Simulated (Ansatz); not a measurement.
TePb:

```
Pb Te
1.0
     0.00000    3.23100    3.23100
     3.23100    0.00000    3.23100
     3.23100    3.23100    0.00000
Pb Te
1 1
Direct
  0.00000 0.00000 0.00000
  0.50000 0.50000 0.50000
```

| Quantity | Value |
| --- | --- |
| Program | Ansatz 0.2.0 |
| Task | relaxation of cell and atoms |
| Functional | PBE0 |
| Potentials or basis | Ansatz PAW |
| Cutoff | 420 eV (not typed: the program's choice for these potentials) |
| k mesh | 4 × 4 × 4 |
| Occupations | fermi-dirac, width 0.05 eV |
| Spin | no spin polarisation |

At the start: volume 33.73 Å³/atom.

Task: How do energy, volume and symmetry change on relaxing?

Result: It ends after 4 steps and the volume is 34.66 Å³/atom (+2.8 %); space group Fm-3m (No. 225, to 0.05 Å).

The path:
| step | energy change (eV) | largest force (eV/Å) | volume (Å³) |
| --- | --- | --- | --- |
| 1 | 0.0000 | 0.0000 | 67.46 |
| 2 | -0.0056 | 0.0000 | 69.93 |
| 3 | -0.0065 | 0.0000 | 69.32 |
| 4 | -0.0068 | 0.0000 | 69.32 |

Final structure:
```
CELL_PARAMETERS angstrom
0.00000 3.26038 3.26038
3.26038 0.00000 3.26038
3.26038 3.26038 0.00000
ATOMIC_POSITIONS crystal
Pb 0.00000 0.00000 0.00000
Te 0.50000 0.50000 0.50000
```

Caveat: the k mesh is coarse (spacing up to 0.42 Å⁻¹), so the values aren't converged, least of all with exact exchange; the plane-wave basis is chosen anew once the cell has moved, so the energies of steps on either side of that aren't comparable; the PAW data sets come from PBE, with cores solved anew for the run's functional, which leaves a small shift of forces and pressure.
